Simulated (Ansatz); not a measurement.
Compressing SnO$_{2}$: a fit and a missing row

SnO$_{2}$, P4_2/mnm, a = 4.760 Å, c = 3.201 Å. Ansatz: r2SCAN, PAW, 500 eV, Γ-centred 6×6×8 mesh on 6 atoms, Gaussian smearing 0.02 eV; no spin polarisation. Shape and atoms are relaxed at each volume; pressure is positive in compression.

| V (Å³/atom) | P (GPa) |
| --- | --- |
| 10.636 | 35.59 |
| 10.999 | 24.25 |
| 11.362 | 14.70 |
| 11.724 | ? |
| 12.087 | 0.00 |
| 12.449 | -5.55 |
| 12.812 | -10.09 |
| 13.296 | -14.74 |

Problem. Take V0 = 12.087 Å³/atom, fit the third-order Birch–Murnaghan form to the other rows, and predict the missing pressure.

Solution. With the Eulerian strain f = ½[(V0/V)^(2/3) − 1] and y = P/[3f(1 + 2f)^(5/2)], the form is the line y = B0 + 1.5 B0 (B0′ − 4) f. Rows (f, y): 0.04450, 215.4; 0.03245, 212.9; 0.02105, 210.0; -0.00974, 199.5; -0.01905, 194.6; -0.03079, 187.1. Means f = 0.006403, y = 203.25; Σ(Δf)² = 0.004636, ΣΔfΔy = 1.694; the slope is their ratio. y = 200.9 + 365.5 f GPa, so B0 = 200.9 GPa and B0′ = 4 + 2 × (365.5)/(3 × 200.9) = 5.21. At V = 11.724, f = 0.01027, y = 204.65 and P = 6.63 GPa. The run gave 6.69 GPa, so the fit is 0.06 GPa too low, within the rms miss on the fitted rows (0.15 GPa).